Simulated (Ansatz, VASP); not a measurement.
**One calculation of KBr, two programs**

Contents of INCAR:

```
SYSTEM = KBr
  PREC = Accurate
  ENCUT = 520
  EDIFF = 1E-7
  ISMEAR = 0
  SIGMA = 0.01
  LREAL = .False.
  LASPH = .True.
  NELM = 60
  ALGO = Normal
  ISIF = 2
  LWAVE = .False.
  LCHARG = .False.
  GGA = PE
  NBANDS = 24
```

The input KPOINTS:

```
regular mesh
0
Gamma
  6 6 4
  0 0 0
```

Contents of POSCAR:

```
KBr
1.0
    4.5592982261      0.0000000000      0.0000000000
   -2.2796491130      3.9484680873      0.0000000000
    0.0000000000      0.0000000000      8.0200646050
K Br
2 2
Direct
    0.0000000000      0.0000000000      0.0000000000
    0.0000000000      0.0000000000      0.5000000000
    0.3333333333      0.6666666667      0.2500000000
    0.6666666667      0.3333333333      0.7500000000
```

Input for Ansatz:

```yaml
crystal:
  lattice:
    - [4.5592982261, 0.0, 0.0]
    - [-2.279649113, 3.9484680873, 0.0]
    - [0.0, 0.0, 8.020064605]
  atoms:
    - { symbol: K, position: [0.0, 0.0, 0.0] }
    - { symbol: K, position: [0.0, 0.0, 0.5] }
    - { symbol: Br, position: [0.3333333333, 0.6666666667, 0.25] }
    - { symbol: Br, position: [0.6666666667, 0.3333333333, 0.75] }
kpoints:
  mp_grid: { grid: [6, 6, 4] }
hamiltonian:
  xc: pbe
scf:
  occupations: { method: fixed }
output:
  optics: { e_range: [0, 19], de: 0.05, sigma: 0.1, bands: auto }
```

Alike in both runs: task single point; functional PBE; k mesh 6 × 6 × 4; no spin polarisation.

|  | VASP | Ansatz |
| --- | --- | --- |
| version | VASP 6.6.1 | Ansatz 0.2.0 |
| potentials or method | VASP PAW PBE potentials, release 64 (K_sv, Br) | plane waves, PAW |
| plane-wave cutoff (eV) | 520 | 420 |
| occupations | gaussian, width 0.01 eV | fixed |
| valence electrons in the cell | 32 | 32 |

|  | VASP | Ansatz | Ansatz less VASP |
| --- | --- | --- | --- |
| gap on the k mesh at the Fermi level (eV) | 4.35 | 4.35 | +0.002 |

A k mesh can miss the band edges. PBE gaps usually lie below the measured ones, often by a third to a half.
